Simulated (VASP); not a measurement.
# Ir (P6_3/mmc) in VASP: notebook

Aim: see how the results for Ir move with the level of theory and the settings. Levels: PBE, LDA, PBEsol. Tasks: single point, relaxation of cell and atoms.

All numbers are computed with VASP 6.6.1; they aren't measurements. Logs are shortened: lines on timing, memory, paths and dates and some standing lists are left out, and cuts for length are marked.

## Step 1: Starting point

The structure is hexagonal, space group P6_3/mmc (No. 194). The conventional cell has a = 2.751 Å, b = 2.751 Å, c = 4.462 Å, α = 90.00°, β = 90.00°, γ = 120.00°. Ir (site symmetry -6m2) has 12 Ir at 2.74 to 2.75 Å as nearest neighbours.

This isn't the form of Ir at room conditions, which is fcc.

## Step 2: Single point, PBE

Input file INCAR:

```
SYSTEM = Ir
ADDGRID = .FALSE. ; ALGO = Normal
EDIFF = 1E-6 ; ENCUT = 460
GGA = PE ; ISIF = 2
ISMEAR = 0 ; LASPH = .TRUE.
LCHARG = .FALSE. ; LREAL = .FALSE.
LWAVE = .FALSE. ; NELM = 100
PREC = Accurate ; SIGMA = 0.2
```

Input file KPOINTS:

```
k-points
0
G
  14 14 8
  0 0 0
```

Input file POSCAR:

```
Ir
1.0
    2.7513778946      0.0000000000      0.0000000000
   -1.3756889473      2.3827631521      0.0000000000
    0.0000000000      0.0000000000      4.4622900000
Ir
2
Direct
    0.3583140000      0.6617470000      0.2121330000
    0.6598720000      0.3587530000      0.7691070000
```

Potentials or basis: VASP PAW PBE potentials, release 64 (Ir).

The run is started by

```
$ cat potpaw_PBE.64/Ir/POTCAR > POTCAR
$ mpirun -np 1 vasp_std > vasp.out
```

OUTCAR:

```text
SYSTEM = Ir
   EDIFF = 1E-6
   ENCUT = 460
   GGA = PE
   ISIF = 2
   ISMEAR = 0
   LASPH = .TRUE.
   LREAL = .FALSE.
   NELM = 100
   PREC = Accurate

 Found    788 irreducible k-points:

 Following reciprocal coordinates:
            Coordinates               Weight
  0.000000  0.000000  0.000000      1.000000
  0.071429 -0.000000  0.000000      2.000000
  0.000000  0.071429  0.000000      2.000000
 -0.071429  0.071429  0.000000      2.000000
  0.142857  0.000000  0.000000      2.000000
  0.000000  0.142857  0.000000      2.000000
   k-points           NKPTS =    788   k-points in BZ     NKDIM =    788   number of bands    NBANDS=     13
   number of dos      NEDOS =    301   number of ions     NIONS =      2
   total plane-waves  NPLWV =  12800
   dimension x,y,z NGX =    20 NGY =   20 NGZ =   32
   dimension x,y,z NGXF=    40 NGYF=   40 NGZF=   64
   ions per type =               2
   NGX,Y,Z   is equivalent  to a cutoff of  12.08, 12.08, 11.92 a.u.
   NGXF,Y,Z  is equivalent  to a cutoff of  24.17, 24.17, 23.84 a.u.
 SYSTEM =  Ir
   PREC   = accura    normal or accurate (medium, high low for compatibility)
   ISTART =      0    job   : 0-new  1-cont  2-samecut
   ICHARG =      2    charge: 1-file 2-atom 10-const
   ISPIN  =      1    spin polarized calculation?
   LNONCOLLINEAR =      F non collinear calculations
   LSORBIT =      F    spin-orbit coupling
   LASPH  =      T    aspherical Exc in radial PAW
   ENCUT  =  460.0 eV  33.81 Ry    5.81 a.u.   4.81  4.81  7.80*2*pi/ulx,y,z
   NELM   =    100;   NELMIN=  2; NELMDL= -5     # of ELM steps
   EDIFF  = 0.1E-05   stopping-criterion for ELM
[... 8 lines left out ...]
   TEBEG  =    0.0;   TEEND  =   0.0 temperature during run
   PSTRESS=    0.0 pullay stress
   NELECT =      18.0000    total number of electrons
   NUPDOWN=      -1.0000    fix difference up-down
   EMIN   =  10.00;   EMAX   =-10.00  energy-range for DOS
   EFERMI =   0.00;   METHOD = LEGACY
   ISMEAR =     0;   SIGMA  =   0.20  broadening in eV -4-tet -1-fermi 0-gaus
   EFERMI_NEDOS =   21; number of points for ismear=-14 and -15
   IALGO  =     38    algorithm
   IMIX   =      4    mixing-type and parameters
     AMIX     =   0.40;   BMIX     =  1.00
     AMIX_MAG =   1.60;   BMIX_MAG =  1.00
  volume/ion in A,a.u.               =      14.63        98.71
  Fermi-wavevector in a.u.,A,eV,Ry     =   1.392417  2.631287 26.379323  1.938826
  Thomas-Fermi vector in A             =   2.516162
   LORBIT       =      0    0 simple, 1 ext, 2 COOP (PROOUT), +10 PAW based schemes
   GGA     = PE    functional components
   LHFCALC =     F    Hartree Fock is set to
   AEXX    =    0.0000 exact exchange contribution
   IVDW    =     0    specifies the selected vdW correction
   LEPSILON=     F    determine dielectric tensor
   LRPA    =     F    only Hartree local field effects (RPA)
 non-spin polarized calculation
 Gauss-broadening in eV      SIGMA  =   0.20
  energy-cutoff  :      460.00
  volume of cell :       29.25
 maximum number of plane-waves:       672
   NGX =  9   NGY =  9   NGZ = 15

 number of electron      18.0000000 magnetization

 Free energy of the ion-electron system (eV)
  ---------------------------------------------------
  ext. energy  EPLUGINS =         0.00000000
  ---------------------------------------------------
  free energy    TOTEN  =       -17.06727396 eV

  energy without entropy =      -17.01358395  energy(sigma->0) =      -17.04042896

 E-fermi :  10.0533     XC(G=0): -13.7467

 val. band max:       10.0500028320   @ k =  -0.3571  -0.2857   0.2500
 cond. band min:      10.0540296109   @ k =   0.0000   0.3571   0.3750
 fundamental gap:      0.0040267789
 Fermi energy:        10.0533350544

 k-point     1 :       0.0000    0.0000    0.0000
  band No.  band energies     occupation
      1      -0.9542      2.00000
      2       1.9132      2.00000
      3       5.8715      2.00000
      4       6.0150      2.00000
      5       6.1003      2.00000
      6       6.3237      2.00000
      7       6.6658      2.00000
      8       7.7675      2.00000
      9       8.4133      2.00000
     10       9.5777      1.99923
     11       9.9316      1.61047
     12      10.8310      0.00000
     13      16.0335      0.00000

 k-point     2 :       0.0714   -0.0000    0.0000
  band No.  band energies     occupation
      1      -0.7613      2.00000
      2       2.0761      2.00000
      3       5.6209      2.00000
      4       6.1317      2.00000
      5       6.1993      2.00000
      6       6.2852      2.00000
      7       6.7834      2.00000
      8       7.7148      2.00000
      9       8.1595      2.00000
     10       8.6001      2.00000
     11      10.5805      0.00019
     12      11.5944      0.00000
     13      16.0794      0.00000

 k-point     3 :       0.0000    0.0714    0.0000
  band No.  band energies     occupation
      1      -0.7612      2.00000
      2       2.0764      2.00000
      3       5.6207      2.00000
      4       6.1312      2.00000
      5       6.2007      2.00000
      6       6.2827      2.00000
      7       6.7856      2.00000
      8       7.7124      2.00000
      9       8.1655      2.00000
     10       8.5987      2.00000
     11      10.5682      0.00027
     12      11.6036      0.00000
     13      16.0795      0.00000

 k-point     4 :      -0.0714    0.0714    0.0000
  band No.  band energies     occupation
      1      -0.7586      2.00000
      2       2.0920      2.00000
      3       5.6005      2.00000
      4       5.9921      2.00000
      5       6.2417      2.00000
      6       6.4321      2.00000
      7       6.7730      2.00000
      8       7.6458      2.00000
      9       8.2925      2.00000
     10       8.6724      2.00000
     11      10.0709      0.90097
     12      11.9399      0.00000
     13      16.0847      0.00000

 k-point     5 :       0.1429    0.0000    0.0000
  band No.  band energies     occupation
      1      -0.2098      2.00000
      2       2.5028      2.00000
      3       5.1523      2.00000
      4       5.9711      2.00000
      5       6.2441      2.00000
      6       6.6696      2.00000
      7       6.9850      2.00000
      8       7.1115      2.00000
      9       7.9955      2.00000
     10       8.2423      2.00000
     11      10.7535      0.00000
     12      13.2201      0.00000
     13      16.1809      0.00000

 k-point     6 :       0.0000    0.1429    0.0000
  band No.  band energies     occupation
      1      -0.2095      2.00000
      2       2.5043      2.00000
      3       5.1522      2.00000
      4       5.9668      2.00000
      5       6.2440      2.00000
      6       6.6710      2.00000
      7       6.9906      2.00000
      8       7.1142      2.00000
      9       7.9940      2.00000
     10       8.2387      2.00000
     11      10.7431      0.00000
     12      13.2288      0.00000
     13      16.1808      0.00000

 [... further k-points ...]
[... 5 lines left out ...]
  --------------------------------------------------------------------------------------
  -------------------------------------------------------------------------------------
  Total        1.9568361      1.3403950      3.7281340     -0.5433058      0.8729271     -1.5456719
  in kB      107.1707139     73.4098702    204.1799942    -29.7554159     47.8078991    -84.6523423
  external PRESSURE =     128.2535261 kB  Pullay stress =       0.0000000 kB

 VOLUME and BASIS-vectors are now :
 -----------------------------------------------------------------------------
  energy-cutoff  :      460.00
  volume of cell :       29.25
      direct lattice vectors                 reciprocal lattice vectors
     2.751377895  0.000000000  0.000000000     0.363454254  0.209840411  0.000000000
    -1.375688947  2.382763152  0.000000000     0.000000000  0.419680823  0.000000000
     0.000000000  0.000000000  4.462290000     0.000000000  0.000000000  0.224100182

 POSITION                                       TOTAL-FORCE (eV/Angst)
 -----------------------------------------------------------------------------------
      0.07550      1.57679      0.94660        -0.889888      0.500516      3.664480
      1.32202      0.85482      3.43198         0.889888     -0.500516     -3.664480
 -----------------------------------------------------------------------------------
    total drift:                               -0.000001     -0.000004     -0.000001

  FREE ENERGIE OF THE ION-ELECTRON SYSTEM (eV)
  ---------------------------------------------------
  free  energy   TOTEN  =       -17.0672739598 eV

  energy  without entropy=      -17.0135839514  energy(sigma->0) =      -17.04042896
```

Wall time 1.9 min (1 thread of Intel Xeon Platinum 8375C at 2.90GHz (Ice Lake), shared host); peak memory 0.33 GiB.

These settings aren't checked as converged: the numbers below hold their error.

What came out:

- Free energy: -17.0673 eV
- Pressure: 12.8 GPa
- Largest force: 3.804 eV/Å
- Band gap on the k mesh: none (metal or under the smearing width)

## Step 3: Single point, PBE

Changes to INCAR since step 2:

```diff
@@ -2,3 +2,3 @@
 ADDGRID = .FALSE. ; ALGO = Normal
-EDIFF = 1E-6 ; ENCUT = 460
+EDIFF = 1E-6 ; ENCUT = 520
 GGA = PE ; ISIF = 2
```

KPOINTS is that of step 2.

Input file POSCAR:

```
Ir
1.0
    2.7513778946      0.0000000000      0.0000000000
   -1.3756889473      2.3827631521      0.0000000000
    0.0000000000      0.0000000000      4.4622900000
Ir
2
Direct
    0.3333333333      0.6666666667      0.2500000000
    0.6666666667      0.3333333333      0.7500000000
```

Potentials or basis: VASP PAW PBE potentials, release 64 (Ir).

The run is started by

```
$ cat potpaw_PBE.64/Ir/POTCAR > POTCAR
$ mpirun -np 1 vasp_std > vasp.out
```

OUTCAR:

```text
SYSTEM = Ir
   EDIFF = 1E-6
   ENCUT = 520
   GGA = PE
   ISIF = 2
   ISMEAR = 0
   LASPH = .TRUE.
   LREAL = .FALSE.
   NELM = 100
   PREC = Accurate

 Found    120 irreducible k-points:

 Following reciprocal coordinates:
            Coordinates               Weight
  0.000000  0.000000  0.000000      1.000000
  0.071429 -0.000000  0.000000      6.000000
  0.142857  0.000000  0.000000      6.000000
  0.214286 -0.000000  0.000000      6.000000
  0.285714 -0.000000  0.000000      6.000000
  0.357143 -0.000000  0.000000      6.000000
   k-points           NKPTS =    120   k-points in BZ     NKDIM =    120   number of bands    NBANDS=     13
   number of dos      NEDOS =    301   number of ions     NIONS =      2
   total plane-waves  NPLWV =  14400
   dimension x,y,z NGX =    20 NGY =   20 NGZ =   36
   dimension x,y,z NGXF=    40 NGYF=   40 NGZF=   72
   ions per type =               2
   NGX,Y,Z   is equivalent  to a cutoff of  12.08, 12.08, 13.41 a.u.
   NGXF,Y,Z  is equivalent  to a cutoff of  24.17, 24.17, 26.82 a.u.
 SYSTEM =  Ir
   PREC   = accura    normal or accurate (medium, high low for compatibility)
   ISTART =      0    job   : 0-new  1-cont  2-samecut
   ICHARG =      2    charge: 1-file 2-atom 10-const
   ISPIN  =      1    spin polarized calculation?
   LNONCOLLINEAR =      F non collinear calculations
   LSORBIT =      F    spin-orbit coupling
   LASPH  =      T    aspherical Exc in radial PAW
   ENCUT  =  520.0 eV  38.22 Ry    6.18 a.u.   5.12  5.12  8.30*2*pi/ulx,y,z
   NELM   =    100;   NELMIN=  2; NELMDL= -5     # of ELM steps
   EDIFF  = 0.1E-05   stopping-criterion for ELM
[... 8 lines left out ...]
   TEBEG  =    0.0;   TEEND  =   0.0 temperature during run
   PSTRESS=    0.0 pullay stress
   NELECT =      18.0000    total number of electrons
   NUPDOWN=      -1.0000    fix difference up-down
   EMIN   =  10.00;   EMAX   =-10.00  energy-range for DOS
   EFERMI =   0.00;   METHOD = LEGACY
   ISMEAR =     0;   SIGMA  =   0.20  broadening in eV -4-tet -1-fermi 0-gaus
   EFERMI_NEDOS =   21; number of points for ismear=-14 and -15
   IALGO  =     38    algorithm
   IMIX   =      4    mixing-type and parameters
     AMIX     =   0.40;   BMIX     =  1.00
     AMIX_MAG =   1.60;   BMIX_MAG =  1.00
  volume/ion in A,a.u.               =      14.63        98.71
  Fermi-wavevector in a.u.,A,eV,Ry     =   1.392417  2.631287 26.379323  1.938826
  Thomas-Fermi vector in A             =   2.516162
   LORBIT       =      0    0 simple, 1 ext, 2 COOP (PROOUT), +10 PAW based schemes
   GGA     = PE    functional components
   LHFCALC =     F    Hartree Fock is set to
   AEXX    =    0.0000 exact exchange contribution
   IVDW    =     0    specifies the selected vdW correction
   LEPSILON=     F    determine dielectric tensor
   LRPA    =     F    only Hartree local field effects (RPA)
 non-spin polarized calculation
 Gauss-broadening in eV      SIGMA  =   0.20
  energy-cutoff  :      520.00
  volume of cell :       29.25
 maximum number of plane-waves:       796
   NGX = 11   NGY = 11   NGZ = 17

 number of electron      18.0000000 magnetization

 Free energy of the ion-electron system (eV)
  ---------------------------------------------------
  ext. energy  EPLUGINS =         0.00000000
  ---------------------------------------------------
  free energy    TOTEN  =       -17.57198721 eV

  energy without entropy =      -17.52114211  energy(sigma->0) =      -17.54656466

 E-fermi :   9.9416     XC(G=0): -13.7895

 val. band max:        9.9396727211   @ k =   0.2857   0.2857   0.1250
 cond. band min:       9.9438877748   @ k =   0.3571   0.0714   0.2500
 fundamental gap:      0.0042150536
 Fermi energy:         9.9416355836

 k-point     1 :       0.0000    0.0000    0.0000
  band No.  band energies     occupation
      1      -0.9271      2.00000
      2       2.1091      2.00000
      3       6.1910      2.00000
      4       6.2944      2.00000
      5       6.2944      2.00000
      6       6.9187      2.00000
      7       6.9187      2.00000
      8       7.6804      2.00000
      9       7.6804      2.00000
     10       9.2141      2.00000
     11      10.2084      0.05924
     12      10.2084      0.05924
     13      16.7292      0.00000

 k-point     2 :       0.0714   -0.0000    0.0000
  band No.  band energies     occupation
      1      -0.7341      2.00000
      2       2.2806      2.00000
      3       5.8865      2.00000
      4       6.4550      2.00000
      5       6.5582      2.00000
      6       6.8185      2.00000
      7       7.0688      2.00000
      8       7.4497      2.00000
      9       7.5616      2.00000
     10       8.3069      2.00000
     11      10.2771      0.01770
     12      11.4008      0.00000
     13      16.7016      0.00000

 k-point     3 :       0.1429    0.0000    0.0000
  band No.  band energies     occupation
      1      -0.1800      2.00000
      2       2.7363      2.00000
      3       5.4794      2.00000
      4       6.5013      2.00000
      5       6.5397      2.00000
      6       6.9254      2.00000
      7       7.0132      2.00000
      8       7.2645      2.00000
      9       7.5061      2.00000
     10       7.7055      2.00000
     11      10.4336      0.00050
     12      13.0937      0.00000
     13      16.6130      0.00000

 k-point     4 :       0.2143   -0.0000    0.0000
  band No.  band energies     occupation
      1       0.6501      2.00000
      2       3.2267      2.00000
      3       5.2137      2.00000
      4       5.4720      2.00000
      5       6.2204      2.00000
      6       6.8972      2.00000
      7       7.3498      2.00000
      8       7.6245      2.00000
      9       7.6672      2.00000
     10       8.1889      2.00000
     11      10.5977      0.00000
     12      14.8644      0.00000
     13      16.4797      0.00000

 k-point     5 :       0.2857   -0.0000    0.0000
  band No.  band energies     occupation
      1       1.5763      2.00000
      2       3.3085      2.00000
      3       4.5735      2.00000
      4       5.3785      2.00000
      5       6.2133      2.00000
      6       6.5442      2.00000
      7       7.0309      2.00000
      8       8.5209      2.00000
      9       8.6020      2.00000
     10       9.0395      2.00000
     11      10.7253      0.00000
     12      16.3991      0.00000
     13      16.6174      0.00000

 k-point     6 :       0.3571   -0.0000    0.0000
  band No.  band energies     occupation
      1       2.3079      2.00000
      2       3.0720      2.00000
      3       3.9066      2.00000
      4       5.7669      2.00000
      5       6.2600      2.00000
      6       6.6428      2.00000
      7       6.7709      2.00000
      8       9.5786      1.98973
      9       9.7708      1.77286
     10       9.9362      1.03066
     11      10.8072      0.00000
     12      16.5789      0.00000
     13      18.2308      0.00000

 [... further k-points ...]
[... 5 lines left out ...]
  --------------------------------------------------------------------------------------
  -------------------------------------------------------------------------------------
  Total       -0.1124720     -0.1124720     -0.2025080     -0.0000000     -0.0000000      0.0000000
  in kB       -6.1597928     -6.1597928    -11.0908225     -0.0000000     -0.0000000      0.0000000
  external PRESSURE =      -7.8034693 kB  Pullay stress =       0.0000000 kB

 VOLUME and BASIS-vectors are now :
 -----------------------------------------------------------------------------
  energy-cutoff  :      520.00
  volume of cell :       29.25
      direct lattice vectors                 reciprocal lattice vectors
     2.751377895  0.000000000  0.000000000     0.363454254  0.209840411  0.000000000
    -1.375688947  2.382763152  0.000000000     0.000000000  0.419680823  0.000000000
     0.000000000  0.000000000  4.462290000     0.000000000  0.000000000  0.224100182

 POSITION                                       TOTAL-FORCE (eV/Angst)
 -----------------------------------------------------------------------------------
     -0.00000      1.58851      1.11557         0.000000     -0.000000      0.000000
      1.37569      0.79425      3.34672        -0.000000      0.000000      0.000000
 -----------------------------------------------------------------------------------
    total drift:                                0.000000     -0.000000     -0.000000

  FREE ENERGIE OF THE ION-ELECTRON SYSTEM (eV)
  ---------------------------------------------------
  free  energy   TOTEN  =       -17.5719872101 eV

  energy  without entropy=      -17.5211421087  energy(sigma->0) =      -17.54656466
```

OSZICAR:

```text
N       E                     dE             d eps       ncg     rms          rms(c)
DAV:   1     0.153077077600E+03    0.15308E+03   -0.87097E+03  3120   0.139E+03
DAV:   2    -0.117772061237E+02   -0.16485E+03   -0.15283E+03  3195   0.372E+02
DAV:   3    -0.185571238207E+02   -0.67799E+01   -0.63051E+01  3896   0.815E+01
DAV:   4    -0.186807034431E+02   -0.12358E+00   -0.12170E+00  3409   0.107E+01
DAV:   5    -0.186829022350E+02   -0.21988E-02   -0.21981E-02  3773   0.132E+00    0.202E+01
DAV:   6    -0.177486194147E+02    0.93428E+00   -0.15561E+00  3590   0.174E+01    0.830E+00
DAV:   7    -0.175836732088E+02    0.16495E+00   -0.47758E-01  3838   0.924E+00    0.211E+00
DAV:   8    -0.175758420215E+02    0.78312E-02   -0.50079E-03  3255   0.751E-01    0.109E+00
DAV:   9    -0.175719712897E+02    0.38707E-02   -0.50376E-03  3620   0.105E+00    0.306E-02
DAV:  10    -0.175719817094E+02   -0.10420E-04   -0.25578E-05  4173   0.491E-02    0.125E-02
DAV:  11    -0.175719868819E+02   -0.51725E-05   -0.23829E-06  3212   0.145E-02    0.216E-03
DAV:  12    -0.175719872101E+02   -0.32818E-06   -0.12006E-07  1755   0.449E-03
   1 F= -.17571987E+02 E0= -.17546565E+02  d E =-.508451E-01
```

stdout:

```text
POSCAR found type information on POSCAR Ir
 POSCAR found :  1 types and       2 ions
 scaLAPACK will be used
 LDA part: xc-table for (Slater+PW92), standard interpolation
 POSCAR, INCAR and KPOINTS ok, starting setup
 FFT: planning ... GRIDC
 FFT: planning ... GRID_SOFT
 FFT: planning ... GRID
 WAVECAR not read
 entering main loop
```

Run time: 34 s. Hardware: 1 thread of Intel Xeon Platinum 8375C at 2.90GHz (Ice Lake), shared host; peak memory 0.17 GiB.

These settings aren't checked as converged: the numbers below hold their error.

Results:

| Property | Result |
| --- | --- |
| Free energy | -17.5720 eV |
| Pressure | -0.8 GPa |
| Band gap on the k mesh | none (metal or under the smearing width) |

[end of part 1 of 3]
